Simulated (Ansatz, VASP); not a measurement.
# One calculation of H, two programs

```
H
1.0
     1.39815    0.00000    0.00000
    -0.69907    1.21083    0.00000
     0.00000    0.00000   26.08920
H
2
Direct
  0.33333 0.66667 0.25409
  0.66667 0.33333 0.32087
```

Change from the starting cell: species swapped into a sheet of the C type.

Alike in both runs: functional PBE; k mesh 12 × 12 × 1; occupations gaussian, width 0.1 eV; no spin polarisation.

Ansatz relaxed the structure, and its values are those at the end. VASP's run is a single point on that final structure, the one shown.

|  | VASP | Ansatz |
| --- | --- | --- |
| version | VASP 6.6.1 | Ansatz 0.2.0 |
| potentials or method | VASP PAW PBE potentials, release 64 (H) | scalar-relativistic, plane waves, PAW |
| plane-wave cutoff (eV) | 520 | 420 |
| valence electrons in the cell | 2 | 2 |

```tsv
	VASP	Ansatz	Ansatz less VASP
gap on the k mesh at the Fermi level (eV)	none	none	-
rms of the force components (eV/Å)	0.013	0.011	-0.0015
```

A gap of «none» marks a metal or a gap that the smearing closes. Ansatz warned: «slab_cell_height_set».

Caveats: the k mesh is coarse (spacing up to 0.43 Å⁻¹), so the values aren't converged.
